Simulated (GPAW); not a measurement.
Wanted: an ASE script for a GPAW 26.7.0 run.

- Task: single point
- Functional: r2SCAN
- Potentials or basis: GPAW PAW data sets (gpaw-data 1.2.1)
- Cutoff: 500 eV
- Basis: pw
- k mesh: 10 × 10 × 6
- Occupations: fermi-dirac, width 0.05 eV
- Spin: collinear spin, ferromagnetic start
- Starting moments: [4.0, 4.0] μB
- Maxiter: 120
- Convergence: default

The structure of Fe lies in Fe.cif:

```cif
data_Fe
_cell_length_a 2.43415759
_cell_length_b 2.43415759
_cell_length_c 3.84193447
_cell_angle_alpha 90.00000000
_cell_angle_beta 90.00000000
_cell_angle_gamma 120.00000000
_space_group_name_H-M_alt 'P6_3/mmc'
_space_group_name_Hall '-P 6c 2c'
_space_group_IT_number 194
loop_
_space_group_symop_operation_xyz
'x,y,z'
'-x,-y,-z'
'x-y,x,z+1/2'
'-x+y,-x,-z+1/2'
'-y,x-y,z'
'y,-x+y,-z'
'-x,-y,z+1/2'
'x,y,-z+1/2'
'-x+y,-x,z'
'x-y,x,-z'
'y,-x+y,z+1/2'
'-y,x-y,-z+1/2'
'-y,-x,-z+1/2'
'y,x,z+1/2'
'-x,-x+y,-z'
'x,x-y,z'
'-x+y,y,-z+1/2'
'x-y,-y,z+1/2'
'y,x,-z'
'-y,-x,z'
'x,x-y,-z+1/2'
'-x,-x+y,z+1/2'
'x-y,-y,-z'
'-x+y,y,z'
loop_
_atom_site_label
_atom_site_type_symbol
_atom_site_symmetry_multiplicity
_atom_site_Wyckoff_symbol
_atom_site_fract_x
_atom_site_fract_y
_atom_site_fract_z
_atom_site_occupancy
Fe1 Fe 2 c 0.6666666667 0.3333333333 0.7500000000 1
```

This isn't the form of Fe at room conditions, which is bcc.

The input as run:

run.py

```python
from ase.dft.bandgap import bandgap
from ase.io import read, write
from ase.units import GPa
from gpaw import GPAW, PW

atoms = read('Fe.cif')
atoms.set_initial_magnetic_moments([4.0, 4.0])

calc = GPAW(mode=PW(500),
            xc='MGGA_X_R2SCAN+MGGA_C_R2SCAN',
            kpts={'size': (10, 10, 6), 'gamma': True},
            occupations={'name': 'fermi-dirac', 'width': 0.05},
            nbands=19,
            maxiter=120,
            txt='gpaw.txt')
atoms.calc = calc
energy = atoms.get_potential_energy()
forces = atoms.get_forces()
stress = atoms.get_stress()
calc.write('gs.gpw')
write('result.traj', atoms)
print(f'Energy: {energy:.6f} eV')
print('Forces (eV/A):')
print(forces.round(4))
print('Stress (GPa):', (stress / GPa).round(3))
print('Moments:', calc.get_magnetic_moments().round(3))
print('Fermi level:', round(calc.get_fermi_level(), 4), 'eV')
print(f'Gap: {bandgap(calc)[0]:.4f} eV, direct: {bandgap(calc, direct=True)[0]:.4f} eV')
```

Potentials or basis: GPAW PAW data sets (gpaw-data 1.2.1), pw.

The run is started by

```console
$ OMP_NUM_THREADS=1 python run.py
```

Results of the run:

```json
{"Pressure": "60.9 GPa", "Band gap on the k mesh": "none (metal or under the smearing width)", "Net moment": "5.27 μB per cell", "Site moments": "Fe +2.69 μB"}
```

Caveat: the cutoff is short for stress and forces, so pressures can be off by a GPa or more; a pressure of tens of GPa on the cell as given is suspect, and the run, the potentials or the cell itself is likely at fault; the PAW data sets were made with another functional, which shifts forces and pressure a little.

Wall time 71 s on 1 thread of Arm Neoverse V2, with other jobs on the host, peak memory 0.23 GiB.
